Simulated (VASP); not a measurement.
# C in VASP: a series of runs

One slab, C, is run at these levels: r2SCAN; tasks: single point.

All numbers are computed with VASP 6.6.1; they aren't measurements. Logs are shortened: lines on timing, memory, paths and dates and some standing lists are left out, and cuts for length are marked.

## (1) The structure

The cell holds a slab with vacuum, 2 atoms: a = 2.456 Å, b = 2.456 Å, c = 8.524 Å, α = 90.00°, β = 90.00°, γ = 120.00°.

The slab is cut from a database's or a generator's crystal, which needn't be the stable form of the element.

## (2) Single point, r2SCAN

INCAR

```
SYSTEM = C
PREC     = Accurate       ! precision mode
ENCUT    = 400            ! plane-wave cutoff, eV
EDIFF    = 1E-7           ! SCF threshold, eV
ISMEAR   = 0              ! smearing method
SIGMA    = 0.05           ! smearing width, eV
LREAL    = .FALSE.        ! projectors in reciprocal space
LASPH    = .TRUE.         ! aspherical terms in the spheres
NELM     = 100            ! most SCF steps
ALGO     = Normal         ! electronic algorithm
ISIF     = 2              ! what is computed and relaxed
LWAVE    = .FALSE.        ! write WAVECAR
LCHARG   = .FALSE.        ! write CHGCAR
METAGGA  = R2SCAN         ! meta-GGA
LMIXTAU  = .TRUE.       
ADDGRID  = .TRUE.
```

KPOINTS

```
regular mesh
0
G
  7 7 2
  0 0 0
```

POSCAR

```
C
1.0
    2.4561701622      0.0000000000      0.0000000000
   -1.2280850811      2.1271057565      0.0000000000
    0.0000000000      0.0000000000      8.5238033600
C
2
Direct
    0.6666666667      0.3333333333      0.0000000000
    0.3333333333      0.6666666667      0.0000000000
```

Potentials or basis: VASP PAW PBE potentials, release 64 (C).

The run is started by

```console
> cat potpaw_PBE.64/C/POTCAR > POTCAR
> mpirun -np 1 vasp_std > vasp.out
```

OUTCAR:

```text
SYSTEM = C
   PREC = Accurate
   ENCUT = 400
   EDIFF = 1E-7
   ISMEAR = 0
   LREAL = .FALSE.
   LASPH = .TRUE.
   NELM = 100
   ISIF = 2
   METAGGA = R2SCAN

 Found     16 irreducible k-points:

 Following reciprocal coordinates:
            Coordinates               Weight
  0.000000  0.000000  0.000000      1.000000
  0.142857  0.000000  0.000000      6.000000
  0.285714  0.000000  0.000000      6.000000
  0.428571 -0.000000  0.000000      6.000000
  0.142857  0.142857  0.000000      6.000000
  0.285714  0.142857  0.000000     12.000000
   k-points           NKPTS =     16   k-points in BZ     NKDIM =     16   number of bands    NBANDS=      8
   number of dos      NEDOS =    301   number of ions     NIONS =      2
   total plane-waves  NPLWV =  14336
   dimension x,y,z NGX =    16 NGY =   16 NGZ =   56
   dimension x,y,z NGXF=    32 NGYF=   32 NGZF=  112
   ions per type =               2
   NGX,Y,Z   is equivalent  to a cutoff of  10.83, 10.83, 10.92 a.u.
   NGXF,Y,Z  is equivalent  to a cutoff of  21.66, 21.66, 21.84 a.u.
 SYSTEM =  C
   PREC   = accura    normal or accurate (medium, high low for compatibility)
   ISTART =      0    job   : 0-new  1-cont  2-samecut
   ICHARG =      2    charge: 1-file 2-atom 10-const
   ISPIN  =      1    spin polarized calculation?
   LNONCOLLINEAR =      F non collinear calculations
   LSORBIT =      F    spin-orbit coupling
   LASPH  =      T    aspherical Exc in radial PAW
   ENCUT  =  400.0 eV  29.40 Ry    5.42 a.u.   4.01  4.01 13.90*2*pi/ulx,y,z
   NELM   =    100;   NELMIN=  2; NELMDL= -5     # of ELM steps
   EDIFF  = 0.1E-06   stopping-criterion for ELM
   LREAL  =      F    real-space projection
   EDIFFG = 0.1E-05   stopping-criterion for IOM
   NSW    =      0    number of steps for IOM
   IBRION =     -1    ionic relax: 0-MD 1-quasi-New 2-CG
   NFREE  =      0    steps in history (QN), initial steepest desc. (CG)
   ISIF   =      2    stress and relaxation
   ISYM   =      2    0-nonsym 1-usesym 2-fastsym
   POTIM  = 0.5000    time-step for ionic-motion
   TEBEG  =    0.0;   TEEND  =   0.0 temperature during run
   PSTRESS=    0.0 pullay stress
   NELECT =       8.0000    total number of electrons
   NUPDOWN=      -1.0000    fix difference up-down
   EMIN   =  10.00;   EMAX   =-10.00  energy-range for DOS
   EFERMI =   0.00;   METHOD = LEGACY
   ISMEAR =     0;   SIGMA  =   0.05  broadening in eV -4-tet -1-fermi 0-gaus
   EFERMI_NEDOS =   21; number of points for ismear=-14 and -15
   IALGO  =     38    algorithm
   IMIX   =      4    mixing-type and parameters
     AMIX     =   0.40;   BMIX     =  1.00
     AMIX_MAG =   1.60;   BMIX_MAG =  1.00
  volume/ion in A,a.u.               =      22.27       150.26
  Fermi-wavevector in a.u.,A,eV,Ry     =   0.923729  1.745594 11.609511  0.853275
  Thomas-Fermi vector in A             =   2.049397
   LORBIT       =      0    0 simple, 1 ext, 2 COOP (PROOUT), +10 PAW based schemes
   METAGGA = R2SCAN    functional components
   LHFCALC =     F    Hartree Fock is set to
   AEXX    =    0.0000 exact exchange contribution
   IVDW    =     0    specifies the selected vdW correction
   LEPSILON=     F    determine dielectric tensor
   LRPA    =     F    only Hartree local field effects (RPA)
 non-spin polarized calculation
 Gauss-broadening in eV      SIGMA  =   0.05
  energy-cutoff  :      400.00
  volume of cell :       44.53
 maximum number of plane-waves:       828
   NGX =  9   NGY =  9   NGZ = 27

 number of electron       8.0000000 magnetization

 Free energy of the ion-electron system (eV)
  ---------------------------------------------------
  ext. energy  EPLUGINS =         0.00000000
  ---------------------------------------------------
  free energy    TOTEN  =       -19.87833607 eV

  energy without entropy =      -19.87833607  energy(sigma->0) =      -19.87833607

 E-fermi :  -2.0078     XC(G=0):  -5.0669

 val. band max:       -2.3381423540   @ k =   0.2857   0.2857   0.0000
 cond. band min:       0.8929978004   @ k =   0.2857   0.2857   0.5000
 fundamental gap:      3.2311401544
 Fermi energy:        -2.0078443738

 k-point     1 :       0.0000    0.0000    0.0000
  band No.  band energies     occupation
      1     -21.5948      2.00000
      2      -8.8681      2.00000
      3      -3.9545      2.00000
      4      -3.9545      2.00000
      5       2.6571      0.00000
      6       5.1053      0.00000
      7       6.5868      0.00000
      8       8.0200      0.00000

 k-point     2 :       0.1429    0.0000    0.0000
  band No.  band energies     occupation
      1     -21.0828      2.00000
      2      -8.2581      2.00000
      3      -5.8525      2.00000
      4      -4.9044      2.00000
      5       3.3261      0.00000
      6       5.7576      0.00000
      7       7.2130      0.00000
      8       8.1281      0.00000

 k-point     3 :       0.2857    0.0000    0.0000
  band No.  band energies     occupation
      1     -19.5652      2.00000
      2      -9.6946      2.00000
      3      -6.4847      2.00000
      4      -6.4771      2.00000
      5       5.3297      0.00000
      6       6.0272      0.00000
      7       7.5697      0.00000
      8       7.7599      0.00000

 k-point     4 :       0.4286   -0.0000    0.0000
  band No.  band energies     occupation
      1     -17.1396      2.00000
      2     -13.5688      2.00000
      3      -7.4465      2.00000
      4      -3.9586      2.00000
      5       1.9987      0.00000
      6       7.0969      0.00000
      7       8.6724      0.00000
      8      10.8984      0.00000

 k-point     5 :       0.1429    0.1429    0.0000
  band No.  band energies     occupation
      1     -20.0679      2.00000
      2      -8.1154      2.00000
      3      -7.0622      2.00000
      4      -6.7799      2.00000
      5       4.6649      0.00000
      6       7.0449      0.00000
      7       7.3651      0.00000
      8       8.5010      0.00000

 k-point     6 :       0.2857    0.1429    0.0000
  band No.  band energies     occupation
      1     -18.0860      2.00000
      2     -11.5227      2.00000
      3      -8.5111      2.00000
      4      -4.8176      2.00000
      5       3.5924      0.00000
      6       7.3297      0.00000
      7       9.3845      0.00000
      8       9.5180      0.00000

 [... further k-points ...]

------------------------ aborting loop because EDIFF is reached ----------------------------------------

  FORCE on cell =-STRESS in cart. coord.  units (eV):
  Direction    XX          YY          ZZ          XY          YZ          ZX
  --------------------------------------------------------------------------------------
  -------------------------------------------------------------------------------------
  Total       -0.1053376     -0.1053376     -0.2362086     -0.0000000      0.0000000      0.0000000
  in kB       -3.7897713     -3.7897713     -8.4981682     -0.0000000      0.0000000      0.0000000
  external PRESSURE =      -5.3592370 kB  Pullay stress =       0.0000000 kB

 VOLUME and BASIS-vectors are now :
 -----------------------------------------------------------------------------
  energy-cutoff  :      400.00
  volume of cell :       44.53
      direct lattice vectors                 reciprocal lattice vectors
     2.456170162  0.000000000  0.000000000     0.407137916  0.235061185  0.000000000
    -1.228085081  2.127105756  0.000000000     0.000000000  0.470122370  0.000000000
     0.000000000  0.000000000  8.523803360     0.000000000  0.000000000  0.117318521

 POSITION                                       TOTAL-FORCE (eV/Angst)
 -----------------------------------------------------------------------------------
      1.22809      0.70904      0.00000        -0.000000      0.000000      0.000000
     -0.00000      1.41807      0.00000         0.000000      0.000000      0.000000
 -----------------------------------------------------------------------------------
    total drift:                               -0.000000      0.000000     -0.000000

  FREE ENERGIE OF THE ION-ELECTRON SYSTEM (eV)
  ---------------------------------------------------
  free  energy   TOTEN  =       -19.8783360710 eV

  energy  without entropy=      -19.8783360710  energy(sigma->0) =      -19.87833607
```

It took 12 s on 1 thread of Intel Xeon 6975P-C (Granite Rapids), shared host; peak memory 0.16 GiB.

The run converged, but some of its settings lie outside the range that counts as converged, so its numbers aren't taken as properties of the slab.

Results:

```
Free energy            : -19.8783 eV
Band gap on the k mesh : 3.23 eV, direct
```

Caveat: the k mesh is coarse (spacing up to 0.42 Å⁻¹), so the values aren't converged; the cutoff is under 1.25 times the usual one of these potentials, so pressure, stress and relaxed cells hold a basis-set (Pulay) error; the PAW data sets were made with another functional, which shifts forces and pressure a little.

## (3) Single point, r2SCAN

Changes to INCAR since step 2:

```diff
@@ -7,3 +7,3 @@
 LREAL    = .FALSE.        ! projectors in reciprocal space
-LASPH    = .TRUE.         ! aspherical terms in the spheres
+LASPH    = .FALSE.        ! aspherical terms in the spheres
 NELM     = 100            ! most SCF steps
@@ -15,2 +15,2 @@
 LMIXTAU  = .TRUE.       
-ADDGRID  = .TRUE.
+ADDGRID  = .FALSE.
```

KPOINTS is that of step 2.

POSCAR is that of step 2.

Potentials or basis: VASP PAW PBE potentials, release 64 (C).

The run is started by

```console
> cat potpaw_PBE.64/C/POTCAR > POTCAR
> mpirun -np 1 vasp_std > vasp.out
```

It took 7.1 s on 1 thread of Intel Xeon 6975P-C (Granite Rapids), shared host; peak memory 0.13 GiB.

The run converged, but some of its settings lie outside the range that counts as converged, so its numbers aren't taken as properties of the slab.

What came out:

| Quantity | Value |
| --- | --- |
| Free energy | -19.8677 eV |
| Band gap on the k mesh | 3.23 eV, direct |

Caveat: the k mesh is coarse (spacing up to 0.42 Å⁻¹), so the values aren't converged; the cutoff is under 1.25 times the usual one of these potentials, so pressure, stress and relaxed cells hold a basis-set (Pulay) error; the PAW data sets were made with another functional, which shifts forces and pressure a little.

## (4) Single point, r2SCAN

INCAR

```
SYSTEM = C
PREC     = Normal         ! precision mode
ENCUT    = 400            ! plane-wave cutoff, eV
EDIFF    = 1E-4           ! SCF threshold, eV
ISMEAR   = 0              ! smearing method
SIGMA    = 0.05           ! smearing width, eV
LREAL    = Auto         
LASPH    = .TRUE.         ! aspherical terms in the spheres
NELM     = 100            ! most SCF steps
ALGO     = Normal         ! electronic algorithm
ISIF     = 2              ! what is computed and relaxed
LWAVE    = .FALSE.        ! write WAVECAR
LCHARG   = .FALSE.        ! write CHGCAR
METAGGA  = R2SCAN         ! meta-GGA
LMIXTAU  = .TRUE.       
ADDGRID  = .FALSE.
```

KPOINTS is that of step 3.

POSCAR is that of step 3.

Potentials or basis: VASP PAW PBE potentials, release 64 (C).

The run is started by

```console
> cat potpaw_PBE.64/C/POTCAR > POTCAR
> mpirun -np 1 vasp_std > vasp.out
```

OUTCAR:

```text
SYSTEM = C
   PREC = Normal
   ENCUT = 400
   EDIFF = 1E-4
   ISMEAR = 0
   LREAL = Auto
   LASPH = .TRUE.
   NELM = 100
   ISIF = 2
   METAGGA = R2SCAN

 Found     16 irreducible k-points:

 Following reciprocal coordinates:
            Coordinates               Weight
  0.000000  0.000000  0.000000      1.000000
  0.142857  0.000000  0.000000      6.000000
  0.285714  0.000000  0.000000      6.000000
  0.428571 -0.000000  0.000000      6.000000
  0.142857  0.142857  0.000000      6.000000
[... 144 lines left out ...]

  FORCE on cell =-STRESS in cart. coord.  units (eV):
  Direction    XX          YY          ZZ          XY          YZ          ZX
  --------------------------------------------------------------------------------------
  -------------------------------------------------------------------------------------
  Total       -0.0767528     -0.0767528     -0.2601273      0.0000000     -0.0000000      0.0000000
  in kB       -2.7613636     -2.7613636     -9.3587016      0.0000000     -0.0000000      0.0000000
  external PRESSURE =      -4.9604763 kB  Pullay stress =       0.0000000 kB

 VOLUME and BASIS-vectors are now :
 -----------------------------------------------------------------------------
  energy-cutoff  :      400.00
  volume of cell :       44.53
      direct lattice vectors                 reciprocal lattice vectors
     2.456170162  0.000000000  0.000000000     0.407137916  0.235061185  0.000000000
    -1.228085081  2.127105756  0.000000000     0.000000000  0.470122370  0.000000000
     0.000000000  0.000000000  8.523803360     0.000000000  0.000000000  0.117318521

 POSITION                                       TOTAL-FORCE (eV/Angst)
 -----------------------------------------------------------------------------------
      1.22809      0.70904      0.00000        -0.000000      0.000000      0.000000
     -0.00000      1.41807      0.00000         0.000000      0.000000     -0.000000
 -----------------------------------------------------------------------------------
    total drift:                                0.000000     -0.000000     -0.000000

  FREE ENERGIE OF THE ION-ELECTRON SYSTEM (eV)
  ---------------------------------------------------
  free  energy   TOTEN  =       -19.8794114810 eV

  energy  without entropy=      -19.8794114810  energy(sigma->0) =      -19.87941148
```

Run time: 5.6 s. Hardware: 1 thread of Intel Xeon 6975P-C (Granite Rapids), shared host; peak memory 0.11 GiB.

The run converged, but some of its settings lie outside the range that counts as converged, so its numbers aren't taken as properties of the slab.

What came out:

```
Free energy            : -19.8794 eV
Band gap on the k mesh : 3.23 eV, direct
```

Caveat: the k mesh is coarse (spacing up to 0.42 Å⁻¹), so the values aren't converged; the cutoff is under 1.25 times the usual one of these potentials, so pressure, stress and relaxed cells hold a basis-set (Pulay) error; the PAW data sets were made with another functional, which shifts forces and pressure a little.

## (5) Single point, r2SCAN

INCAR

```
SYSTEM = C
PREC     = Accurate       ! precision mode
ENCUT    = 500            ! plane-wave cutoff, eV
EDIFF    = 1E-7           ! SCF threshold, eV
ISMEAR   = 0              ! smearing method
SIGMA    = 0.05           ! smearing width, eV
LREAL    = .FALSE.        ! projectors in reciprocal space
LASPH    = .TRUE.         ! aspherical terms in the spheres
NELM     = 100            ! most SCF steps
ALGO     = Normal         ! electronic algorithm
ISIF     = 2              ! what is computed and relaxed
LWAVE    = .FALSE.        ! write WAVECAR
LCHARG   = .FALSE.        ! write CHGCAR
METAGGA  = R2SCAN         ! meta-GGA
LMIXTAU  = .TRUE.       
ADDGRID  = .FALSE.
```

KPOINTS

```
regular mesh
0
G
  6 6 2
  0 0 0
```

POSCAR is that of step 4.

The run is started by

```console
> cat potpaw_PBE.64/C/POTCAR > POTCAR
> mpirun -np 1 vasp_std > vasp.out
```

Wall time 17 s (1 thread of Intel Xeon 6975P-C (Granite Rapids), shared host); peak memory 0.15 GiB.

The run converged, but some of its settings lie outside the range that counts as converged, so its numbers aren't taken as properties of the slab.

Results:

- Free energy: -19.7844 eV
- Band gap on the k mesh: none (metal or under the smearing width)

Caveat: the k mesh is coarse (spacing up to 0.49 Å⁻¹), so the values aren't converged; the PAW data sets were made with another functional, which shifts forces and pressure a little.

## (6) For comparison

An earlier run on the cell as given: functional PBE; potentials or basis VASP PAW PBE potentials, release 64 (C); cutoff 520 eV; k mesh 12 × 12 × 3; occupations fermi-dirac, width 0.05 eV; no spin polarisation.

- Band gap on the k mesh: none (metal or under the smearing width)
